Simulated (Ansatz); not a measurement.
Pd: energy less free atoms and pressure as volume scale varies

Results calculated with Ansatz 0.2.0, not measured. Periodic Kohn-Sham DFT of a crystal at fixed atoms, scaled to volume_scale times the given cell; pressure positive in compression, energy less spherical unpolarised free atoms, largest_vzz the field gradient of largest size among the nuclei.

The cell before it is scaled or strained (space group Fm-3m, No. 225):
```
cell vectors (Å)
   0.0000     1.9449     1.9449
   1.9449     0.0000     1.9449
   1.9449     1.9449     0.0000
atoms (fractions of the cell vectors)
Pd  0.00000  0.00000  0.00000
```

Settings of every row: method all-electron LAPW; functional LDA; relativity scalar; k mesh 18x18x18; filling fermi-dirac; smearing width 0.05 eV; basis error target 0.25 meV/atom; nucleus gaussian.

Atom start moment: 0 on all atoms.

| row | volume scale | V (Å³/atom) | energy less free atoms (eV/atom) | pressure (GPa) |
| --- | --- | --- | --- | --- |
| 1 | 0.94 | 13.831 | -5.0762 | 5.477 |
| 2 | 0.96 | 14.125 | -5.0815 | 0.358 |
| 3 | 0.98 | 14.419 | -5.0779 | -4.124 |
| 4 | 0.99 | 14.567 | -5.0732 | -6.151 |
| 5 | 1 | 14.714 | -5.0667 | -8.046 |
| 6 | 1.01 | 14.861 | -5.0585 | -9.817 |
| 7 | 1.02 | 15.008 | -5.0487 | -11.472 |
| 8 | 1.04 | 15.302 | ? | ? |
| 9 | 1.06 | 15.597 | -4.9958 | -17.059 |

Question: what energy less free atoms and pressure should row 8 give?

Worked fit of energy less free atoms. Take u = (V_r/V)^(2/3) − 1 with V_r = 14.64 Å³ an atom, which is twice the finite (Eulerian) strain; such expansions in the strain, on which the Birch-Murnaghan equation of state is built, carry the rest volume and the bulk modulus. The shown rows have u = 0.03862, 0.02416, 0.01019, 0.00334, -0.00336, -0.00994, -0.01641, -0.04134. Least squares give energy less free atoms = −5.07018 − 0.9737 × u + 20.59 × u² + 15 × u³ eV/atom; a parabola predicts inner rows, each left out in turn, worse (root mean square 0.00023 against 4.4e-05 eV/atom). All shown rows lie on it to the printed digit. Its lowest point lies at u = 0.0231, or V = 14.15 Å³ an atom, and the curvature there gives the bulk modulus at fixed shape and fractions, B = (4/9)(1 + u)² E″(u)/V = 228 GPa. The withheld row has u = -0.02905, so the fit gives −5.07018 − 0.9737 × (-0.02905) + 20.59 × (-0.02905)² + 15 × (-0.02905)³ = -5.0249 eV/atom.

The calculation gave -5.0248 eV/atom. The fit lies 0.0001 eV/atom (0.12 % of the column's range) below it, one unit of the last digit.

Worked fit of pressure. Take u = (V_r/V)^(2/3) − 1 with V_r = 14.64 Å³ an atom, which is twice the finite (Eulerian) strain; such expansions in the strain, on which the Birch-Murnaghan equation of state is built, carry the rest volume and the bulk modulus. The shown rows have u = 0.03862, 0.02416, 0.01019, 0.00334, -0.00336, -0.00994, -0.01641, -0.04134. Least squares give pressure = −7.1122 + 282.629 × u + 1070.67 × u² + 1322 × u³ GPa; a parabola predicts inner rows, each left out in turn, worse (root mean square 0.021 against 0.0057 GPa). The rows lie off it by 0.001, -0.002, -0.004, 0.005, 0.004, 0.000, -0.004, 0.001 (root mean square 0.0031 GPa). The pressure vanishes at u = 0.0231, or V = 14.15 Å³ an atom, and there the bulk modulus at fixed shape and fractions is B = −V dP/dV = (2/3)(1 + u) dP/du = 228 GPa. The withheld row has u = -0.02905, so the fit gives −7.1122 + 282.629 × (-0.02905) + 1070.67 × (-0.02905)² + 1322 × (-0.02905)³ = -14.451 GPa.

The calculation gave -14.459 GPa. The fit lies 0.008 GPa (0.035 % of the column's range) above it; its largest miss of a shown row is 0.005 GPa.
